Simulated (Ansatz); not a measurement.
# SnTe under changes of volume

One of the cells (31.281 Å³/atom); the others are scaled copies at fixed shape and fractional positions:

```
Te Sn
1.0
     0.00000    3.15085    3.15085
     3.15085    0.00000    3.15085
     3.15085    3.15085    0.00000
Te Sn
1 1
Cartesian
  3.1509 3.1509 3.1509
  0.0000 0.0000 0.0000
```

* Program: Ansatz 0.2.0
* Functional: BLYP
* Dispersion: D4
* Potentials or basis: Ansatz PAW
* Cutoff: 420 eV (not typed: the program's choice for these potentials)
* k mesh: 7 × 7 × 7
* Occupations: fermi-dirac, width 0.05 eV
* Spin: no spin polarisation

| volume (Å³/atom) | energy over the lowest point (meV/atom) | pressure (GPa) |
| --- | --- | --- |
| 29.404 | 47.41 | 5.3 |
| 30.030 | ? | ? |
| 30.656 | 15.90 | 2.8 |
| 31.281 | 6.87 | 1.8 |
| 31.907 | 1.72 | 0.9 |
| 32.532 | 0.00 | 0.0 |
| 33.158 | 1.05 | -0.5 |

**Question.** What does the run at 30.030 Å³/atom give?

**Answer.** Energy over the lowest point 29.26 meV/atom; pressure 4.0 GPa.

Worked out: A Birch-Murnaghan fit of order 3 (a polynomial in V^(-2/3)) to the other rows has its minimum at 32.59 Å³/atom with B0 = V·E''(V) = 39 GPa and B' = 5.8. It gives 29.17 meV/atom at 30.030 Å³/atom, against the run's 29.26, and -dE/dV = 4.0 GPa, against 4.0.

Energies are extrapolated to zero smearing.

Caveats: the PAW data sets come from PBE, with cores solved anew for the run's functional, which leaves a small shift of forces and pressure.
